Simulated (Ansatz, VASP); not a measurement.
C in VASP and in Ansatz

Contents of POSCAR:

```
C
1.0
    4.4554321148      0.0000000000      0.0000000000
    0.0000000000      4.4554321148      0.0000000000
    0.0000000000      0.0000000000      4.4554321148
C
8
Direct
    0.5000000000      0.5000000000      0.5000000000
    0.0000000000      0.0000000000      0.0000000000
    0.2500000000      0.0000000000      0.5000000000
    0.5000000000      0.2500000000      0.0000000000
    0.5000000000      0.7500000000      0.0000000000
    0.7500000000      0.0000000000      0.5000000000
    0.0000000000      0.5000000000      0.7500000000
    0.0000000000      0.5000000000      0.2500000000
```

The input INCAR.step1:

```
SYSTEM = C
ALGO     = Normal         ! electronic algorithm
EDIFF    = 1E-4           ! SCF threshold, eV
ENCUT    = 600            ! plane-wave cutoff, eV
GGA      = PE             ! functional
ISMEAR   = 0              ! smearing method
LASPH    = .TRUE.         ! aspherical terms in the spheres
LCHARG   = .FALSE.        ! write CHGCAR
LREAL    = .FALSE.        ! projectors in reciprocal space
LWAVE    = .TRUE.         ! write WAVECAR
NELM     = 100            ! most SCF steps
PREC     = Accurate       ! precision mode
SIGMA    = 0.1            ! smearing width, eV
```

File INCAR.step2:

```
SYSTEM = C
ALGO     = Normal         ! electronic algorithm
EDIFF    = 1E-6           ! SCF threshold, eV
EDIFFG   = -0.04          ! ionic threshold
ENCUT    = 600            ! plane-wave cutoff, eV
IBRION   = 2              ! ionic algorithm
ISIF     = 3              ! what is computed and relaxed
ISMEAR   = 0              ! smearing method
ISTART   = 1            
LASPH    = .TRUE.         ! aspherical terms in the spheres
LCHARG   = .FALSE.        ! write CHGCAR
LMIXTAU  = .TRUE.       
LREAL    = .FALSE.        ! projectors in reciprocal space
LWAVE    = .FALSE.        ! write WAVECAR
METAGGA  = R2SCAN         ! meta-GGA
NELM     = 100            ! most SCF steps
NSW      = 90             ! ionic steps
PREC     = Accurate       ! precision mode
SIGMA    = 0.1            ! smearing width, eV
```

The input KPOINTS:

```
k-points
0
G
  4 4 4
  0 0 0
```

Input for Ansatz:

```yaml
crystal:
  lattice:
    - [4.4554321148, 0.0, 0.0]
    - [0.0, 4.4554321148, 0.0]
    - [0.0, 0.0, 4.4554321148]
  atoms:
    - { symbol: C, position: [0.5, 0.5, 0.5] }
    - { symbol: C, position: [0.0, 0.0, 0.0] }
    - { symbol: C, position: [0.25, 0.0, 0.5] }
    - { symbol: C, position: [0.5, 0.25, 0.0] }
    - { symbol: C, position: [0.5, 0.75, 0.0] }
    - { symbol: C, position: [0.75, 0.0, 0.5] }
    - { symbol: C, position: [0.0, 0.5, 0.75] }
    - { symbol: C, position: [0.0, 0.5, 0.25] }
basis:
  ecutwfc: 500
kpoints:
  mp_grid: { grid: [4, 4, 4] }
hamiltonian:
  xc: r2scan
scf:
  occupations: { method: gaussian, width: 0.1 }
  lower_state_search: "off"
output:
  forces: true
  stress: true
  eigenvalues: true
relax:
  adjacent_minimum: "off"
  f_tol: 0.04
  max_steps: 70
  cell: { stress_tol: 0.4 }
```

Alike in both runs: task relaxation of cell and atoms; functional r2SCAN; k mesh 4 × 4 × 4; occupations gaussian, width 0.1 eV; no spin polarisation.

```csv
,VASP,Ansatz
version,VASP 6.6.1,Ansatz 0.2.0
potentials or method,"VASP PAW PBE potentials, release 64 (C)","scalar-relativistic, plane waves, PAW"
plane-wave cutoff (eV),600,500
valence electrons in the cell,32,32
```

Ansatz gave:

- gap on the k mesh at the Fermi level, each at its own relaxed structure (eV): none
- relaxed volume (Å³/atom): 7.32
- relaxed cell length with the largest relative difference (Å): 3.884
- energy change over the relaxation (meV/atom): -412

Q: What did VASP give for the same quantities?

A: gap on the k mesh at the Fermi level, each at its own relaxed structure (eV): none; relaxed volume (Å³/atom): 7.32; relaxed cell length with the largest relative difference (Å): 3.883; energy change over the relaxation (meV/atom): -415.

A gap of «none» marks a metal or a gap that the smearing closes.

Caveats: the volume moved by over 15 % at a fixed basis, so the end points are rough; the PAW data sets were made with another functional, which shifts forces and pressure a little (VASP).
